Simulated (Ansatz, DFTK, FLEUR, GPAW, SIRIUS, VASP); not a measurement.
# One calculation of InP, 7 ways

```xyz
2
Lattice="0.0000 2.9305 2.9305 2.9305 0.0000 2.9305 2.9305 2.9305 0.0000" Properties=species:S:1:pos:R:3 pbc="T T T"
In    0.0000    0.0000    0.0000
P     4.3957    4.3957    4.3957
```

Alike in all runs: task equation of state; functional PBEsol; k mesh 8 × 8 × 8; occupations fermi-dirac, width 0.05 eV; no spin polarisation; no spin-orbit coupling.

```json
{"program and potentials": "Ansatz, Ansatz PAW", "plane-wave cutoff (eV)": "420", "notes": "potentials made for PBE, which Ansatz adapts in part", "equilibrium volume (Å³/atom)": "25.39", "bulk modulus (GPa)": "66.8"}
{"program and potentials": "GPAW, PAW data sets generated for this functional", "plane-wave cutoff (eV)": "600", "notes": "-", "equilibrium volume (Å³/atom)": "25.32", "bulk modulus (GPa)": "67.5"}
{"program and potentials": "SIRIUS, PseudoDojo 0.4.1 PBEsol standard (scalar relativistic)", "plane-wave cutoff (eV)": "960", "notes": "-", "equilibrium volume (Å³/atom)": "25.43", "bulk modulus (GPa)": "66.5"}
{"program and potentials": "VASP, PBE PAW files In_d, P, 520 eV", "plane-wave cutoff (eV)": "520", "notes": "potentials made for PBE", "equilibrium volume (Å³/atom)": "25.40", "bulk modulus (GPa)": "66.6"}
{"program and potentials": "Ansatz, all-electron LAPW, scalar-relativistic", "plane-wave cutoff (eV)": "-", "notes": "-", "equilibrium volume (Å³/atom)": "25.39", "bulk modulus (GPa)": "66.7"}
{"program and potentials": "DFTK, PseudoDojo SR PBEsol 0.4.1 standard (PBEsol)", "plane-wave cutoff (eV)": "952", "notes": "-", "equilibrium volume (Å³/atom)": "25.43", "bulk modulus (GPa)": "66.5"}
{"program and potentials": "FLEUR, all-electron, FLAPW", "plane-wave cutoff (eV)": "-", "notes": "-", "equilibrium volume (Å³/atom)": "25.39", "bulk modulus (GPa)": "66.7"}
```

The equilibrium volume spans 25.32 (GPAW, PAW data sets generated for this functional) to 25.43 Å³/atom (DFTK, PseudoDojo SR PBEsol 0.4.1 standard (PBEsol)), with all-electron results at 25.39. The bulk modulus spans 66.5 (SIRIUS, PseudoDojo 0.4.1 PBEsol standard (scalar relativistic)) to 67.5 GPa (GPAW, PAW data sets generated for this functional), with all-electron results at 66.7.

The functional is the same throughout but for its coding, so the spread measures potentials, basis and numerics; runs on potential files found faulty are left out.
